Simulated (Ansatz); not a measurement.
# Cobalt, bcc under LDA: structure, energy and stiffness

Aim: take cobalt in the bcc structure, relax it, solve it on a dense k-mesh, switch on spin-orbit coupling, then scale the cell to 7 volumes from 88 to 112 % of the relaxed one and try a fit of the equation of state. The start is ferromagnetic. The k-meshes are 16×16×16 for the relaxation; 26×26×26 for the dense run; 16×16×16 for spin-orbit coupling; 18×18×18 for the volumes.

This is Co in the bcc structure; at room conditions it is hcp.

Method: DFT LDA (PW92), plane waves (420 eV) with PAW, scalar-relativistic; PBE-made PAW files, in Ansatz 0.2.0.

**1. The structure to begin with**

The structure is cubic, space group Im-3m (No. 229). Conventional cell: a = 2.808 Å, b = 2.808 Å, c = 2.808 Å, α = 90.00°, β = 90.00°, γ = 90.00°. Co (site symmetry m-3m) has 8 Co at 2.43 Å as nearest neighbours.

Coordinates:

```xyz
1
Lattice="-1.4041 1.4041 1.4041 1.4041 -1.4041 1.4041 1.4041 1.4041 -1.4041" Properties=species:S:1:pos:R:3 pbc="T T T"
Co    0.0000    0.0000    0.0000
```

Starting moments (μB): +1.7.

**2. Relaxation of the cell**

The input, input.yaml:

```yaml
crystal:
  lattice:
    - [-1.4041371717, 1.4041371717, 1.4041371717]
    - [1.4041371717, -1.4041371717, 1.4041371717]
    - [1.4041371717, 1.4041371717, -1.4041371717]
  atoms:
    - { symbol: Co, position: [0.0, 0.0, 0.0], spin: 1.7 }
hamiltonian:
  xc: lda
  pseudopotentials:
    kind: paw
    azcp:
      Co: "pseudopotentials/Co.paw.azcp"
basis:
  ecutwfc: 420
  fft_grid_basis: typed
kpoints:
  mp_grid: { grid: [16, 16, 16], shift: [0, 0, 0] }
magnetization:
  spin_polarized: true
scf:
  occupations: { method: fermi_dirac, width: 0.05 }
relax:
  max_steps: 60
  f_tol: 0.01
  cell: {}
```

Further steps of the session: The energy on a finer k-mesh; With spin-orbit coupling; Equation of state: 88 %; Equation of state: 92 %; Equation of state: 96 %; Equation of state: 100 %; Equation of state: 104 %; Equation of state: 108 %; Equation of state: 112 %.

**Question.** What will these runs give? Wanted: space group; conventional cell; volume; shortest distance; gap on the mesh; magnetic state; relative to hcp, ferromagnetic; magnetic state with spin-orbit coupling; V₀, B₀, B₀′.

**Answer**, as computed:

| quantity | value |
| --- | --- |
| space group (spins left aside) | Im-3m (No. 229) |
| conventional cell | a = 2.733 Å |
| volume | 10.207 Å³/atom |
| shortest distance | 2.367 Å |
| gap on the mesh | none (levels filled in part) |
| magnetic state | ferromagnetic, up to 1.68 μB per atom |
| relative to hcp, ferromagnetic | +145 meV/atom |
| magnetic state with spin-orbit coupling | ferromagnetic, up to 1.67 μB per atom |
| V₀, B₀, B₀′ | 10.209 Å³/atom, 264 GPa, 4.6 |

In words: From the guessed start the volume shrank by 7.8 % in 8 steps. It lies 145 meV/atom above the element's reference form at the same level (hcp, ferromagnetic, from a run of its own). It ends ferromagnetic, with up to 1.68 μB per atom. No gap shows: it is a metal or semimetal at this level. The spin-orbit run (on a coarser mesh) has the same spin moments. Totals with and without spin-orbit coupling (-0.24 eV/atom apart) can't be read as binding, since the two-component data shift the zero of energy. The fitted modulus is 264 GPa. The symmetry was held, so the structure may be unstable against distortions that break it.
